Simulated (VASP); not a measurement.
# ZnSe (Stilleite) (F-43m) in VASP: notebook

Aim: see how the results for ZnSe (Stilleite) move with the level of theory and the settings. Levels: PBE, PBEsol. Tasks: equation of state.

Everything below comes from runs of VASP 6.6.1. Logs are shortened: lines on timing, memory, paths and dates and some standing lists are left out, and cuts for length are marked.

## Step 1: Starting point

The structure is cubic, space group F-43m (No. 216). Conventional cell: a = 5.668 Å, b = 5.668 Å, c = 5.668 Å, α = 90.00°, β = 90.00°, γ = 90.00°. Se (site symmetry -43m) has 4 Zn at 2.45 Å as nearest neighbours. Zn (site symmetry -43m) has 4 Se at 2.45 Å as nearest neighbours.

## Step 2: Equation of state, PBE, 21.39 Å³/atom (volume scaled by 0.94)

Contents of INCAR:

```
SYSTEM = ZnSe
PREC = Accurate ; ENCUT = 520
EDIFF = 1E-7 ; ISMEAR = -1
SIGMA = 0.05 ; LREAL = .FALSE.
LASPH = .TRUE. ; NELM = 80
ALGO = Normal ; ISIF = 2
LWAVE = .FALSE. ; LCHARG = .FALSE.
GGA = PE ; NBANDS = 16
```

Contents of KPOINTS:

```
regular mesh
0
G
  8 8 8
  0 0 0
```

Contents of POSCAR:

```
ZnSe
1.0
    0.0000000000      2.7759511149      2.7759511149
    2.7759511149      0.0000000000      2.7759511149
    2.7759511149      2.7759511149      0.0000000000
Se Zn
1 1
Direct
    0.7500000000      0.7500000000      0.7500000000
    0.0000000000      0.0000000000      0.0000000000
```

Potentials or basis: VASP PAW PBE potentials, release 64 (Se, Zn).

Command:

```
cat potpaw_PBE.64/Se/POTCAR potpaw_PBE.64/Zn/POTCAR > POTCAR
mpirun -np 1 vasp_std > vasp.out
```

OUTCAR:

```text
SYSTEM = ZnSe
   PREC = Accurate
   ENCUT = 520
   EDIFF = 1E-7
   ISMEAR = -1
   LREAL = .FALSE.
   LASPH = .TRUE.
   NELM = 80
   ISIF = 2
   GGA = PE

 ion  position               nearest neighbor table
   1  0.750  0.750  0.750-   2 2.40   2 2.40   2 2.40   2 2.40
   2  0.000  0.000  0.000-   1 2.40   1 2.40   1 2.40   1 2.40

  LATTYP: Found a face centered cubic cell.
 ALAT       =     5.5519022298

  Lattice vectors:

 A1 = (   0.0000000000,   2.7759511149,   2.7759511149)
 A2 = (   2.7759511149,   0.0000000000,   2.7759511149)
 A3 = (   2.7759511149,   2.7759511149,   0.0000000000)

Analysis of symmetry for initial positions (statically):
=====================================================================
 Subroutine PRICEL returns:
 Original cell was already a primitive cell.

 Routine SETGRP: Setting up the symmetry group for a
 face centered cubic supercell.

 Subroutine GETGRP returns: Found 24 space group operations
 (whereof 24 operations were pure point group operations)
 out of a pool of 48 trial point group operations.

The static configuration has the point symmetry T_d .

Analysis of symmetry for dynamics (positions and initial velocities):
=====================================================================
 Subroutine PRICEL returns:
 Original cell was already a primitive cell.

 Routine SETGRP: Setting up the symmetry group for a
 face centered cubic supercell.

 Subroutine GETGRP returns: Found 24 space group operations
 (whereof 24 operations were pure point group operations)
 out of a pool of 48 trial point group operations.

The dynamic configuration has the point symmetry T_d .

 Subroutine INISYM returns: Found 24 space group operations
 (whereof 24 operations are pure point group operations),
 and found     1 'primitive' translations

----------------------------------------------------------------------------------------

                                     Primitive cell

  volume of cell :      42.7824

  direct lattice vectors                    reciprocal lattice vectors
     0.000000000  2.775951115  2.775951115    -0.180118446  0.180118446  0.180118446
     2.775951115  0.000000000  2.775951115     0.180118446 -0.180118446  0.180118446
     2.775951115  2.775951115  0.000000000     0.180118446  0.180118446 -0.180118446

  length of vectors
     3.925787715  3.925787715  3.925787715     0.311974299  0.311974299  0.311974299

  position of ions in fractional coordinates (direct lattice)
     0.750000000  0.750000000  0.750000000
     0.000000000  0.000000000  0.000000000

  ion indices of the primitive-cell ions
   primitive index   ion index
                 1           1
                 2           2

----------------------------------------------------------------------------------------

 KPOINTS: regular mesh

Automatic generation of k-mesh.
 Grid dimensions read from file:
 generate k-points for:    8    8    8

 Generating k-lattice:

  Cartesian coordinates                     Fractional coordinates (reciprocal lattice)
    -0.022514806  0.022514806  0.022514806     0.125000000  0.000000000  0.000000000
     0.022514806 -0.022514806  0.022514806     0.000000000  0.125000000  0.000000000
     0.022514806  0.022514806 -0.022514806     0.000000000  0.000000000  0.125000000

  Length of vectors
     0.038996787  0.038996787  0.038996787

  Shift w.r.t. Gamma in fractional coordinates (k-lattice)
     0.000000000  0.000000000  0.000000000

 Subroutine IBZKPT returns following result:
 ===========================================

 Found     29 irreducible k-points:

 Following reciprocal coordinates:
            Coordinates               Weight
  0.000000  0.000000  0.000000      1.000000
  0.125000  0.000000  0.000000      8.000000
  0.250000  0.000000  0.000000      8.000000
  0.375000  0.000000  0.000000      8.000000
  0.500000  0.000000  0.000000      4.000000
  0.125000  0.125000  0.000000      6.000000
[... 21 lines left out ...]
 -0.375000  0.500000  0.125000     12.000000
 -0.250000  0.500000  0.250000      6.000000
   k-points           NKPTS =     29   k-points in BZ     NKDIM =     29   number of bands    NBANDS=     16
   number of dos      NEDOS =    301   number of ions     NIONS =      2
   total plane-waves  NPLWV =  27000
   dimension x,y,z NGX =    30 NGY =   30 NGZ =   30
   dimension x,y,z NGXF=    60 NGYF=   60 NGZF=   60
   ions per type =               1   1
   NGX,Y,Z   is equivalent  to a cutoff of  12.70, 12.70, 12.70 a.u.
   NGXF,Y,Z  is equivalent  to a cutoff of  25.41, 25.41, 25.41 a.u.
 SYSTEM =  ZnSe
   PREC   = accura    normal or accurate (medium, high low for compatibility)
   ISTART =      0    job   : 0-new  1-cont  2-samecut
   ICHARG =      2    charge: 1-file 2-atom 10-const
   ISPIN  =      1    spin polarized calculation?
   LNONCOLLINEAR =      F non collinear calculations
   LSORBIT =      F    spin-orbit coupling
   LASPH  =      T    aspherical Exc in radial PAW
   ENCUT  =  520.0 eV  38.22 Ry    6.18 a.u.   7.30  7.30  7.30*2*pi/ulx,y,z
   NELM   =     80;   NELMIN=  2; NELMDL= -5     # of ELM steps
   EDIFF  = 0.1E-06   stopping-criterion for ELM
   LREAL  =      F    real-space projection
[... 7 lines left out ...]
   TEBEG  =    0.0;   TEEND  =   0.0 temperature during run
   PSTRESS=    0.0 pullay stress
   NELECT =      18.0000    total number of electrons
   NUPDOWN=      -1.0000    fix difference up-down
   EMIN   =  10.00;   EMAX   =-10.00  energy-range for DOS
   EFERMI =   0.00;   METHOD = LEGACY
   ISMEAR =    -1;   SIGMA  =   0.05  broadening in eV -4-tet -1-fermi 0-gaus
   EFERMI_NEDOS =   21; number of points for ismear=-14 and -15
   IALGO  =     38    algorithm
   IMIX   =      4    mixing-type and parameters
     AMIX     =   0.40;   BMIX     =  1.00
     AMIX_MAG =   1.60;   BMIX_MAG =  1.00
  volume/ion in A,a.u.               =      21.39       144.36
  Fermi-wavevector in a.u.,A,eV,Ry     =   1.226716  2.318156 20.474468  1.504831
  Thomas-Fermi vector in A             =   2.361706
   LORBIT       =      0    0 simple, 1 ext, 2 COOP (PROOUT), +10 PAW based schemes
   GGA     = PE    functional components
   LHFCALC =     F    Hartree Fock is set to
   AEXX    =    0.0000 exact exchange contribution
   IVDW    =     0    specifies the selected vdW correction
   LEPSILON=     F    determine dielectric tensor
   LRPA    =     F    only Hartree local field effects (RPA)
 non-spin polarized calculation
  energy-cutoff  :      520.00
  volume of cell :       42.78
 maximum number of plane-waves:      1174
 NGX is ok and might be reduce to    30
   NGX = 15   NGY = 15   NGZ = 15

 number of electron      17.9999986 magnetization

 Free energy of the ion-electron system (eV)
  ---------------------------------------------------
  ext. energy  EPLUGINS =         0.00000000
  ---------------------------------------------------
  free energy    TOTEN  =        -5.94186714 eV

  energy without entropy =       -5.94186714  energy(sigma->0) =       -5.94186714

 E-fermi :   2.9707     XC(G=0):  -9.6074

 val. band max:        2.1649892788   @ k =   0.0000   0.0000   0.0000
 cond. band min:       3.7115384539   @ k =   0.0000   0.0000   0.0000
 fundamental gap:      1.5465491751
 Fermi energy:         2.9706561085

 k-point     1 :       0.0000    0.0000    0.0000
  band No.  band energies     occupation
      1     -11.5127      2.00000
      2      -4.6272      2.00000
      3      -4.6272      2.00000
      4      -4.6272      2.00000
      5      -4.1985      2.00000
      6      -4.1985      2.00000
[... 8 lines left out ...]
     15      13.7521      0.00000
     16      13.7521      0.00000

 k-point     2 :       0.1250    0.0000    0.0000
  band No.  band energies     occupation
      1     -11.3996      2.00000
      2      -4.6243      2.00000
      3      -4.6090      2.00000
      4      -4.6090      2.00000
      5      -4.2003      2.00000
      6      -4.2003      2.00000
[... 8 lines left out ...]
     15      12.9155      0.00000
     16      13.1998      0.00000

 k-point     3 :       0.2500    0.0000    0.0000
  band No.  band energies     occupation
      1     -11.1038      2.00000
      2      -4.5766      2.00000
      3      -4.5690      2.00000
      4      -4.5690      2.00000
      5      -4.1987      2.00000
      6      -4.1987      2.00000
[... 8 lines left out ...]
     15      12.6786      0.00000
     16      12.9927      0.00000

 k-point     4 :       0.3750    0.0000    0.0000
  band No.  band energies     occupation
      1     -10.7674      2.00000
      2      -4.5373      2.00000
      3      -4.5373      2.00000
      4      -4.3730      2.00000
      5      -4.1861      2.00000
      6      -4.1861      2.00000
[... 8 lines left out ...]
     15      13.8782      0.00000
     16      13.8782      0.00000

 k-point     5 :       0.5000    0.0000    0.0000
  band No.  band energies     occupation
      1     -10.6127      2.00000
      2      -4.5272      2.00000
      3      -4.5272      2.00000
      4      -4.1768      2.00000
      5      -4.1768      2.00000
      6      -4.0175      2.00000
[... 8 lines left out ...]
     15      15.5245      0.00000
     16      15.5245      0.00000

 k-point     6 :       0.1250    0.1250    0.0000
  band No.  band energies     occupation
      1     -11.3617      2.00000
      2      -4.6424      2.00000
      3      -4.5932      2.00000
      4      -4.5932      2.00000
      5      -4.2122      2.00000
      6      -4.1902      2.00000
[... 8 lines left out ...]
     15      13.6926      0.00000
     16      13.9780      0.00000
[... 362 lines left out ...]
 k-point    26 :      -0.3750    0.3750    0.1250
  band No.  band energies     occupation
      1     -10.3495      2.00000
      2      -4.5256      2.00000
      3      -4.4076      2.00000
      4      -4.2807      2.00000
      5      -4.1893      2.00000
      6      -3.9187      2.00000
[... 8 lines left out ...]
     15      15.7006      0.00000
     16      16.6678      0.00000

 k-point    27 :      -0.2500    0.3750    0.1250
  band No.  band energies     occupation
      1     -10.3986      2.00000
      2      -4.5083      2.00000
      3      -4.4392      2.00000
      4      -4.2516      2.00000
      5      -4.2059      2.00000
      6      -3.9791      2.00000
[... 8 lines left out ...]
     15      14.1851      0.00000
     16      18.0160      0.00000

 k-point    28 :      -0.3750    0.5000    0.1250
  band No.  band energies     occupation
      1     -10.3019      2.00000
      2      -4.5723      2.00000
      3      -4.3629      2.00000
      4      -4.3153      2.00000
      5      -4.1643      2.00000
      6      -3.9201      2.00000
[... 8 lines left out ...]
     15      16.2444      0.00000
     16      16.7613      0.00000

 k-point    29 :      -0.2500    0.5000    0.2500
  band No.  band energies     occupation
      1     -10.2989      2.00000
      2      -4.5083      2.00000
      3      -4.3854      2.00000
      4      -4.2473      2.00000
      5      -4.2326      2.00000
      6      -3.8463      2.00000
[... 8 lines left out ...]
     15      16.2763      0.00000
     16      16.6095      0.00000

------------------------ aborting loop because EDIFF is reached ----------------------------------------

  FORCE on cell =-STRESS in cart. coord.  units (eV):
  Direction    XX          YY          ZZ          XY          YZ          ZX
  --------------------------------------------------------------------------------------
  -------------------------------------------------------------------------------------
  Total        1.8912625      1.8912625      1.8912625      0.0000000      0.0000000     -0.0000000
  in kB       70.8266927     70.8266927     70.8266927      0.0000000      0.0000000     -0.0000000
  external PRESSURE =      70.8266927 kB  Pullay stress =       0.0000000 kB

 VOLUME and BASIS-vectors are now :
 -----------------------------------------------------------------------------
  energy-cutoff  :      520.00
  volume of cell :       42.78
      direct lattice vectors                 reciprocal lattice vectors
     0.000000000  2.775951115  2.775951115    -0.180118446  0.180118446  0.180118446
     2.775951115  0.000000000  2.775951115     0.180118446 -0.180118446  0.180118446
     2.775951115  2.775951115  0.000000000     0.180118446  0.180118446 -0.180118446

 POSITION                                       TOTAL-FORCE (eV/Angst)
 -----------------------------------------------------------------------------------
      4.16393      4.16393      4.16393         0.000000     -0.000000      0.000000
      0.00000      0.00000      0.00000        -0.000000      0.000000     -0.000000
 -----------------------------------------------------------------------------------
    total drift:                               -0.000001     -0.000001     -0.000001

  FREE ENERGIE OF THE ION-ELECTRON SYSTEM (eV)
  ---------------------------------------------------
  free  energy   TOTEN  =        -5.9418671414 eV

  energy  without entropy=       -5.9418671389  energy(sigma->0) =       -5.94186714
```

It took 13 s on 1 thread of AMD EPYC 9R45 (Zen 5), shared host; peak memory 0.14 GiB.

What came out:

| Property | Result |
| --- | --- |
| Free energy | -5.9419 eV |
| Pressure | 7.1 GPa |
| Band gap on the k mesh | 1.55 eV, direct |

(Continued in part 2 of 2.)
